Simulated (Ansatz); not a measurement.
# GaSb (I-4m2) in Ansatz: further runs

One crystal, GaSb, is run at these levels: r2SCAN, PBE; tasks: single point, equation of state, phonons.

Program: Ansatz 0.2.0. These are calculated values, not measurements. Logs are shortened: lines on timing, memory, paths and dates and some standing lists are left out, and cuts for length are marked.

### Step 1. Starting point

The structure is tetragonal, space group I-4m2 (No. 119). Conventional cell: a = 5.507 Å, b = 5.507 Å, c = 3.181 Å, α = 90.00°, β = 90.00°, γ = 90.00°. Sb (site symmetry -4m2) is surrounded by 4 Ga at 2.87 Å and 2 Sb at 3.18 Å. Around Ga (site symmetry -4m2) lie 4 Sb at 2.87 Å and 2 Ga at 3.18 Å.

Measurements of this composition are mostly on another form, of space group No. 216.

### Step 2. Single point, r2SCAN, 22.67 Å³/atom (volume scaled by 0.94)

Contents of input.yaml:

```yaml
crystal:
  lattice:
    - [-2.6972256977, 2.6972256977, 1.5582344802]
    - [2.6972256977, -2.6972256977, 1.5582344802]
    - [2.6972256977, 2.6972256977, -1.5582344802]
  atoms:
    - { symbol: Sb, position: [0.0, 0.0, 0.0] }
    - { symbol: Ga, position: [0.75, 0.25, 0.5] }
hamiltonian:
  xc: r2scan
  pseudopotentials: { kind: paw }
kpoints:
  mp_grid: { grid: [10, 10, 10] }
scf:
  occupations: { method: fermi_dirac, width: 0.05 }
output:
  forces: true
  stress: true
  eigenvalues: true
```

Potentials or basis: Ansatz PAW.

Run with:

```
> ansatz run input.yaml --threads 2 --pin off --max-ram 5632MiB --backend cpu --events-out ev --progress --plain --runs-dir out
```

What it wrote:

```text
Warning: RAYON_NUM_THREADS=2 ignored (pool sized by the plan → 2); use --threads N
Engine: ansatz 0.2.0, aarch64-unknown-linux-gnu
Pseudopotentials: kind: paw
Pseudopotential: Sb, paw, valence charge 15, recommended cutoff 500 eV (meta_gga), Sb.paw.azcp
Pseudopotential: Ga, paw, valence charge 13, recommended cutoff 500 eV (meta_gga), Ga.paw.azcp
Functional definition: r2SCAN
  parameter k0 = 0.174
  parameter k1 = 0.065
  parameter a1 = 4.9479
  exchange = r2scan_x(k0 = k0, k1 = k1, a1 = a1)
  correlation = r2scan_c
Crystal: 2 atoms, lattice volume = 45.345 Å³
Basis set: ecut = 500 eV, 1141 PW (Γ), exchange–correlation on 128×128×128 points (64 copies of the dense FFT grid, shifted against one another)
Bands: 18, of which v1, the nominal top of the filled ones, is band 14 counted from 1 (13 counted from 0)
Symmetry: 8 space group operations
Space group: I-4m2 (ITA 119), of the structure as read, at distance tolerance 3.6e-5 Å
k-points: 102 of 1000 (time reversal used)
Non-local potential: Sb, projectors of the file, l = 0: 2, l = 1: 2, l = 2: 2, l = 3: 2
Non-local potential: Ga, projectors of the file, l = 0: 2, l = 1: 2, l = 2: 3, l = 3: 1
PAW form: soft (Blöchl's): semilocal exchange-correlation on the pseudo side does not see the compensation charge
PAW frozen core: Sb, regenerated for the run's functional (the file was generated under x = pbe(κ = 0.804, μ = 0.2195149727645171), c = pbe(β = 0.06672455060314922))
PAW frozen core: Ga, regenerated for the run's functional (the file was generated under x = pbe(κ = 0.804, μ = 0.2195149727645171), c = pbe(β = 0.06672455060314922))
PAW one-centre angular grid: Sb, 590 points (default); XC on 160 Gauss nodes
PAW one-centre angular grid: Ga, 590 points (default); XC on 160 Gauss nodes
Initial density: superposition of atomic densities (neutral atoms: chi_scale 0, normalization atom), corrected by the library's trained network
Initial wavefunctions: pseudopotential atomic-orbital guess
Functional: x = r2scan, c = r2scan; τ floored in thin density (d = 2e-4 eV/Å³)
SCF iter   1: F=—  HF=-10289.226022 eV  |F-HF|=—  |Δ(HF+E_count)|=         —  Δρ=7.89e-3  dr2=1.23e-2  dr2_τ=1.38e-3  ethr=1.77e-3  ⟨swp⟩=5.8  Hψ=9246  notcnv=0
preconditioner: auto → Kerker (q_TF=auto, 2.518 Å⁻¹)  [metal: Δε(μ)=0.036 eV  Ē_g=15.467 eV  σ=0.050 eV  W_gap=0.18  n_scr=16 (ndim 8)  ℏωp=23.4 eV  f_vac=0.000  D(μ)=0.61/eV (n_scr^D=0)]
SCF iter   2: F=—  HF=-10289.248819 eV  |F-HF|=—  |Δ(HF+E_count)|=   2.28e-2  Δρ=2.93e-3  dr2=1.69e-3  dr2_τ=3.99e-5  ethr=4.40e-5  ⟨swp⟩=2.0  Hψ=3973  notcnv=0  defer=6
SCF iter   3: F=—  HF=-10289.249253 eV  |F-HF|=—  |Δ(HF+E_count)|=   4.33e-4  Δρ=2.08e-3  dr2=9.67e-4  dr2_τ=1.38e-5  ethr=6.03e-6  ⟨swp⟩=2.0  Hψ=2340  notcnv=0  defer=6
SCF iter   4: F=—  HF=-10289.249536 eV  |F-HF|=—  |Δ(HF+E_count)|=   2.83e-4  Δρ=3.17e-4  dr2=4.56e-5  dr2_τ=6.75e-7  ethr=3.45e-6  ⟨swp⟩=2.0  Hψ=2239  notcnv=0  defer=6
SCF iter   5: F=—  HF=-10289.249568 eV  |F-HF|=—  |Δ(HF+E_count)|=   3.24e-5  Δρ=1.22e-4  dr2=7.90e-6  dr2_τ=1.60e-7  ethr=1.63e-7  ⟨swp⟩=2.1  Hψ=2737  notcnv=0  defer=6
SCF iter   6: F=—  HF=-10289.249573 eV  |F-HF|=—  |Δ(HF+E_count)|=   4.54e-6  Δρ=3.67e-5  dr2=7.52e-7  dr2_τ=3.70e-9  ethr=2.82e-8  ⟨swp⟩=2.0  Hψ=2252  notcnv=0  defer=6
SCF iter   7: F=-10289.249573 eV  HF=-10289.249573 eV  |F-HF|=1.56e-9  |Δ(HF+E_count)|=   4.42e-7  Δρ=1.35e-5  dr2=6.40e-8  dr2_τ=1.35e-9  ethr=3.57e-10  ⟨swp⟩=3.5  Hψ=7738  notcnv=0
SCF 1 converged in 7 iterations: F = -10289.249573 eV  dr2 = 6.40e-8
SCF converged after 7 iterations
Free energy (F): -10289.249573 eV
Harris-Foulkes:  -10289.249573 eV  (|F-HF|=1.56e-9)
Internal energy: -10289.244697 eV  (E = F + TS)
E sigma→0 (E₀):  -10289.247135 eV
Entropy (-TS):   -0.004877 eV (-2.438 meV/atom)
Fermi energy:    10.830165 eV
--- Per-component energies (eV) ---
  E_band       = -192.925583
  E_kinetic    = 321.653673
  E_local      = -3275.517832  (includes V_loc(G=0)·N_el)
  E_nonlocal   = 788.195598
  E_hartree    = 1526.606264
  E_xc         = -190.107607
  E_vxc        = -162.853406  (∫ρ·V_xc dr)
  E_paw        = -6603.509568  (= ΣΔE_a)
  E_vpaw       = -927.737250  (= ΣTr[D̂ρ^β])
  E_aug_tail   = -0.000045  (compensation charges beyond the density's cutoff)
  E_vtau       = 10.124266  (kinetic-family band-sum trace: ∫τ·v_τ [+ j·A + Jᵃ·Aᵃ] dr)
  E_ewald      = -2856.418146
  E_core_change = -0.147033  (= ΣΔE_core)
  E_smearing   = -0.004877  (= −TS)
  E_closure    = 0.000000  (closes the sum)
  Σ components = -10289.249573   (vs F -10289.249573, Δ=0.00e0)
--- Forces (eV/Å), atoms counted from 1 ---
  atom   1  Sb     0.00000000     0.00000000     0.00000000
  atom   2  Ga     0.00000000     0.00000000     0.00000000
  max |Σ_I F_I| component: 5.55e-17 eV/Å
--- Stress (GPa, compression-positive) ---
        2.183617       0.000000       0.000000
        0.000000       2.183617       0.000000
        0.000000       0.000000       2.129601
  P = ⅓ Tr σ = 2.1656 GPa (21.656 kbar)
--- Band table (eV; the first three rows and the last of 102) ---
  k-point 0: bands = ["-19.1652", "-19.0309", "-19.0309", "-19.0216", "-19.0158", "-4.7668", "-4.6696", "-4.6600", "-4.6283", "-4.6283", "-2.1905", "8.1003", "8.5902", "8.5902", "14.5228", "16.4652", "18.6342", "18.6342"]
  k-point 1: bands = ["-19.1652", "-19.0310", "-19.0305", "-19.0219", "-19.0149", "-4.7651", "-4.6727", "-4.6588", "-4.6285", "-4.6269", "-2.0922", "6.7166", "8.7077", "9.7665", "15.0285", "16.2399", "17.7796", "18.1638"]
  k-point 2: bands = ["-19.1652", "-19.0312", "-19.0295", "-19.0227", "-19.0125", "-4.7611", "-4.6805", "-4.6556", "-4.6292", "-4.6237", "-1.8021", "5.1216", "9.0536", "10.8195", "15.4954", "16.3802", "16.8412", "17.1726"]
  k-point 101: bands = ["-19.1652", "-19.0315", "-19.0269", "-19.0269", "-18.9971", "-4.7889", "-4.7554", "-4.6222", "-4.6202", "-4.6202", "0.9240", "4.4693", "5.2144", "5.2144", "14.6051", "16.1737", "22.5124", "22.5124"]
```

Run time: 9.3 s. Hardware: 2 threads of Arm Neoverse V1, shared host; peak memory 0.56 GiB.

Results:

| Property | Result |
| --- | --- |
| Free energy | -10289.2496 eV |
| Pressure | 2.2 GPa |
| Band gap on the k mesh | none (metal or under the smearing width) |

Caveat: the PAW data sets come from PBE, with cores solved anew for the run's functional, which leaves a small shift of forces and pressure.

### Step 3. Single point, r2SCAN, 23.15 Å³/atom (volume scaled by 0.96)

Changes to input.yaml since step 2:

```diff
@@ -2,5 +2,5 @@
   lattice:
-    - [-2.6972256977, 2.6972256977, 1.5582344802]
-    - [2.6972256977, -2.6972256977, 1.5582344802]
-    - [2.6972256977, 2.6972256977, -1.5582344802]
+    - [-2.7162208707, 2.7162208707, 1.569208324]
+    - [2.7162208707, -2.7162208707, 1.569208324]
+    - [2.7162208707, 2.7162208707, -1.569208324]
   atoms:
```

Potentials or basis: Ansatz PAW.

Run with:

```
> ansatz run input.yaml --threads 2 --pin off --max-ram 5632MiB --backend cpu --events-out ev --progress --plain --runs-dir out
```

Run time: 9.4 s. Hardware: 2 threads of Arm Neoverse V1, shared host; peak memory 0.56 GiB.

Results (log left out):

* Free energy: -10289.2584 eV
* Pressure: 0.8 GPa
* Band gap on the k mesh: none (metal or under the smearing width)

Caveat: the PAW data sets come from PBE, with cores solved anew for the run's functional, which leaves a small shift of forces and pressure.

### Step 4. Single point, r2SCAN, 23.64 Å³/atom (volume scaled by 0.98)

Changes to input.yaml since step 3:

```diff
@@ -2,5 +2,5 @@
   lattice:
-    - [-2.7162208707, 2.7162208707, 1.569208324]
-    - [2.7162208707, -2.7162208707, 1.569208324]
-    - [2.7162208707, 2.7162208707, -1.569208324]
+    - [-2.7349540204, 2.7349540204, 1.5800307924]
+    - [2.7349540204, -2.7349540204, 1.5800307924]
+    - [2.7349540204, 2.7349540204, -1.5800307924]
   atoms:
```

Run with:

```
> ansatz run input.yaml --threads 2 --pin off --max-ram 5632MiB --backend cpu --events-out ev --progress --plain --runs-dir out
```

Wall time 9.6 s (2 threads of Arm Neoverse V1, shared host); peak memory 0.56 GiB.

The run converged. Its results:

```
Free energy            : -10289.2594 eV
Pressure               : -0.4 GPa
Band gap on the k mesh : none (metal or under the smearing width)
```

Caveat: the PAW data sets come from PBE, with cores solved anew for the run's functional, which leaves a small shift of forces and pressure.

### Step 5. Single point, r2SCAN, 24.12 Å³/atom

Changes to input.yaml since step 4:

```diff
@@ -2,5 +2,5 @@
   lattice:
-    - [-2.7349540204, 2.7349540204, 1.5800307924]
-    - [2.7349540204, -2.7349540204, 1.5800307924]
-    - [2.7349540204, 2.7349540204, -1.5800307924]
+    - [-2.753434, 2.753434, 1.590707]
+    - [2.753434, -2.753434, 1.590707]
+    - [2.753434, 2.753434, -1.590707]
   atoms:
```

Run with:

```
> ansatz run input.yaml --threads 2 --pin off --max-ram 5632MiB --backend cpu --events-out ev --progress --plain --runs-dir out
```

It took 12 s on 2 threads of Arm Neoverse V1, shared host; peak memory 0.56 GiB.

It converged, with:

```yaml
Free_energy: -10289.2535 eV
Pressure: -1.5 GPa
Band_gap_on_the_k_mesh: none (metal or under the smearing width)
```

Caveat: the PAW data sets come from PBE, with cores solved anew for the run's functional, which leaves a small shift of forces and pressure.

### Step 6. Single point, r2SCAN, 24.60 Å³/atom (volume scaled by 1.02)

Changes to input.yaml since step 5:

```diff
@@ -2,5 +2,5 @@
   lattice:
-    - [-2.753434, 2.753434, 1.590707]
-    - [2.753434, -2.753434, 1.590707]
-    - [2.753434, 2.753434, -1.590707]
+    - [-2.7716691937, 2.7716691937, 1.6012417905]
+    - [2.7716691937, -2.7716691937, 1.6012417905]
+    - [2.7716691937, 2.7716691937, -1.6012417905]
   atoms:
```

Potentials or basis: Ansatz PAW.

Run with:

```
> ansatz run input.yaml --threads 2 --pin off --max-ram 5632MiB --backend cpu --events-out ev --progress --plain --runs-dir out
```

Wall time 11 s (2 threads of Arm Neoverse V1, shared host); peak memory 0.56 GiB.

The run converged. Its results:

```yaml
Free_energy: -10289.2414 eV
Pressure: -2.5 GPa
Band_gap_on_the_k_mesh: none (metal or under the smearing width)
```

Caveat: the PAW data sets come from PBE, with cores solved anew for the run's functional, which leaves a small shift of forces and pressure.

### Step 7. Single point, r2SCAN, 25.08 Å³/atom (volume scaled by 1.04)

Changes to input.yaml since step 6:

```diff
@@ -2,5 +2,5 @@
   lattice:
-    - [-2.7716691937, 2.7716691937, 1.6012417905]
-    - [2.7716691937, -2.7716691937, 1.6012417905]
-    - [2.7716691937, 2.7716691937, -1.6012417905]
+    - [-2.7896675499, 2.7896675499, 1.6116397558]
+    - [2.7896675499, -2.7896675499, 1.6116397558]
+    - [2.7896675499, 2.7896675499, -1.6116397558]
   atoms:
```

Run with:

```
> ansatz run input.yaml --threads 2 --pin off --max-ram 5632MiB --backend cpu --events-out ev --progress --plain --runs-dir out
```

Wall time 11 s (2 threads of Arm Neoverse V1, shared host); peak memory 0.56 GiB.

Results (log left out):

| Property | Result |
| --- | --- |
| Free energy | -10289.2239 eV |
| Pressure | -3.3 GPa |
| Band gap on the k mesh | none (metal or under the smearing width) |

Caveat: the PAW data sets come from PBE, with cores solved anew for the run's functional, which leaves a small shift of forces and pressure.

### Step 8. Single point, r2SCAN, 25.57 Å³/atom (volume scaled by 1.06)

Contents of input.yaml:

```yaml
crystal:
  lattice:
    - [-2.8074366121, 2.8074366121, 1.6219052539]
    - [2.8074366121, -2.8074366121, 1.6219052539]
    - [2.8074366121, 2.8074366121, -1.6219052539]
  atoms:
    - { symbol: Sb, position: [0.0, 0.0, 0.0] }
    - { symbol: Ga, position: [0.75, 0.25, 0.5] }
hamiltonian:
  xc: r2scan
  pseudopotentials: { kind: paw }
kpoints:
  mp_grid: { grid: [10, 10, 10] }
scf:
  occupations: { method: fermi_dirac, width: 0.05 }
output:
  forces: true
  stress: true
  eigenvalues: true
  write_density: true
  write_potential: true
  elf: true
  volumetric_format: npy
```

Run with:

```
> ansatz run input.yaml --threads 2 --pin off --max-ram 5632MiB --backend cpu --events-out ev --progress --plain --runs-dir out
```

It took 14 s on 2 threads of Arm Neoverse V1, shared host; peak memory 0.57 GiB.

The run converged. Its results:

* Free energy: -10289.2016 eV
* Pressure: -4.1 GPa
* Band gap on the k mesh: none (metal or under the smearing width)

Caveat: the PAW data sets come from PBE, with cores solved anew for the run's functional, which leaves a small shift of forces and pressure.

### Step 9. Equation of state, r2SCAN

Potentials or basis: Ansatz PAW.

No new run: the results of the series are fitted here.

Results:

| Quantity | Value |
| --- | --- |
| Equilibrium volume | 23.46 Å³/atom |
| Bulk modulus at fixed shape and positions | 58 GPa |
| Pressure derivative of the bulk modulus | 4.8 |

Energy against volume, from the lowest point:
| volume (Å³/atom) | energy (meV/atom) |
| --- | --- |
| 22.672 | 4.91 |
| 23.155 | 0.50 |
| 23.637 | 0.00 |
| 24.120 | 2.96 |
| 24.602 | 8.99 |
| 25.084 | 17.74 |
| 25.567 | 28.92 |

Caveat: the cell was scaled at fixed shape and fractional positions, which overstates the stiffness of a crystal with free parameters, most of all of layers and chains; the PAW data sets were made with another functional, which shifts forces and pressure a little.

[end of part 1 of 2]
